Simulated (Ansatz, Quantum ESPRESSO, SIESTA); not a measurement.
TiO2: programs and potentials compared

```
CELL_PARAMETERS angstrom
-1.89210 1.89210 4.75730
1.89210 -1.89210 4.75730
1.89210 1.89210 -4.75730
ATOMIC_POSITIONS crystal
Ti 0.75000 0.25000 0.50000
Ti 0.00000 0.00000 0.00000
O 0.79190 0.79190 0.00000
O 0.54190 0.04190 0.50000
O 0.95810 0.45810 0.50000
O 0.20810 0.20810 0.00000
```

Alike in all runs: task band structure; functional LDA; k mesh 10 × 10 × 10; occupations fermi-dirac, width 0.05 eV; no spin polarisation; no spin-orbit coupling. LDA stands for any of its common fits. Pressure is positive in compression and, in plane waves, holds the error of the finite cutoff. Gaps are the smaller of the mesh's and the band path's.

```csv
program and potentials,plane-wave cutoff (eV),notes,band gap (eV),pressure (GPa),largest force (eV/Å)
"Quantum ESPRESSO, GBRV 1.5 LDA",612,-,?,?,?
"Ansatz, all-electron LAPW, scalar-relativistic",-,-,2.01,-6.51,0.117
"SIESTA, files PseudoDojo sr-lda-0.4.1-standard, DZP (energy shift 0.003 Ry; two zetas on semicore shells)",-,atomic basis,1.91,-2.42,-
```

Task: Estimate from the other rows what the run with Quantum ESPRESSO, GBRV 1.5 LDA gave.

Result: Band gap 2.02 eV; pressure -6.03 GPa; largest force 0.100 eV/Å. The other rows, which needn't bracket it: band gap 1.91 to 2.01; pressure -6.51 to -2.42; largest force 0.117.
